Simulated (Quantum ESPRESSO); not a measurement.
Runs of Quantum ESPRESSO 7.5 on W. The structure is cubic, space group Im-3m (No. 229). Conventional cell: a = 3.165 Å, b = 3.165 Å, c = 3.165 Å, α = 90.00°, β = 90.00°, γ = 90.00°. W (site symmetry m-3m) has 8 W at 2.74 Å as nearest neighbours. 

| level | k mesh | form of the LDA correlation | SCF threshold | symmetry | gap on the mesh (eV) | pressure (GPa) |
| --- | --- | --- | --- | --- | --- | --- |
| LDA | 12 × 12 × 12 | PZ81 | 2e-10 Ry | - | none | -17.8 |
| revPBE | 12 × 12 × 12 | - | 2e-10 Ry | - | none | 13.0 |
| r2SCAN | 9 × 9 × 9 | - | 1e-08 Ry | off | none | -11.8 |
| optB88-vdW | 12 × 12 × 12 | - | 2e-10 Ry | - | none | (a) |
| PBEsol | 12 × 12 × 12 | - | 2e-10 Ry | - | none | (b) |

Alike in all rows: task band structure; potentials or basis SG15 PBE 1.2; no spin polarisation; cell as given; cutoff (eV) 1020; smearing fermi-dirac 0.05 eV.

Estimate the missing entries.

(a) -2.6; (b) -4.3.

Caveats: the potentials were made for another functional, which shifts forces and pressure; spin-orbit coupling is left out, which moves the levels of the heavy elements.

A k mesh can miss the band edges, and the runs leave out spin-orbit coupling on W.

A gap of «none» marks a metal or a gap under the smearing width.

Runs at the PBE level aren't shown here.
